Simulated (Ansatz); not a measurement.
# AlN: the cell at several levels of theory

An exercise on one series of results from a longer session: the logs are not shown, and one member is left open.

Program: Ansatz 0.2.0. PAW datasets, plane waves, zero pressure. The cell comes from a prototype generator: it can be a known phase or a hypothetical one. Spin polarisation is off.

**The structure to begin with**

This is the cell as the run starts from it, not yet at rest; its lengths are not the crystal's.

Space group Fm-3m (No. 225), cubic; conventional cell a = 3.833 Å, 7.04 Å³ an atom. Near Al stand 6 N at 1.92 Å; near N stand 6 Al at 1.92 Å.

As a file:

```cif
data_structure
_symmetry_space_group_name_H-M 'Fm-3m'
_symmetry_Int_Tables_number 225
_cell_length_a 3.8334
_cell_length_b 3.8334
_cell_length_c 3.8334
_cell_angle_alpha 90.000
_cell_angle_beta 90.000
_cell_angle_gamma 90.000
_cell_volume 56.33
loop_
_atom_site_label
_atom_site_type_symbol
_atom_site_symmetry_multiplicity
_atom_site_Wyckoff_symbol
_atom_site_fract_x
_atom_site_fract_y
_atom_site_fract_z
_atom_site_occupancy
Al1 Al 4 a 0.00000 0.00000 0.00000 1
N1 N 4 b 0.50000 0.00000 0.00000 1
```

The first run:

Contents of input.yaml:

```yaml
crystal:
  lattice:
    - [0.0, 1.916691, 1.916691]
    - [1.916691, 0.0, 1.916691]
    - [1.916691, 1.916691, 0.0]
  atoms:
    - { symbol: Al, position: [0.0, 0.0, 0.0] }
    - { symbol: "N", position: [0.5, 0.5, 0.5] }
kpoints:
  mp_grid: { grid: [10, 10, 10] }
hamiltonian:
  xc: pbe
scf:
  occupations: { method: fermi_dirac, width: 0.02 }
relax:
  f_tol: 0.005
  cell: {}
```

Run with:

```console
$ ansatz run input.yaml --threads 2 --pin off --max-ram 2211MiB --backend cpu --events-out ev --progress --plain --runs-dir out
```

Among the steps run: PBE: cell and atoms; Relaxation with r2SCAN; PBEsol: cell and atoms; Relaxation with LDA; Relaxing with HSE06.

One of the session's tables, all rows but one given; the rest of the session is left out.

| level | a (Å) | volume (Å³/atom) |
| --- | --- | --- |
| PBE | 4.071 | 8.431 |
| r2SCAN | 4.038 | 8.229 |
| PBEsol | ? | ? |
| LDA | 4.011 | 8.066 |
| HSE06 | 4.030 | 8.184 |

Q: Estimate the row for PBEsol from the others.

The run gave: a (Å): 4.045; volume (Å³/atom): 8.275. In the column «a (Å)» it lies between r2SCAN (4.038) and PBE (4.071).

**Reading.** From the start to the first minimum the volume moved by +19.7 %. The volume runs from LDA (least) to PBE (most), a spread of 4.5 %, or 1.5 % in length if all axes shared it alike. The meshes differ: PBE 10×10×10, r2SCAN 10×10×10, PBEsol 10×10×10, LDA 10×10×10, HSE06 6×6×6.
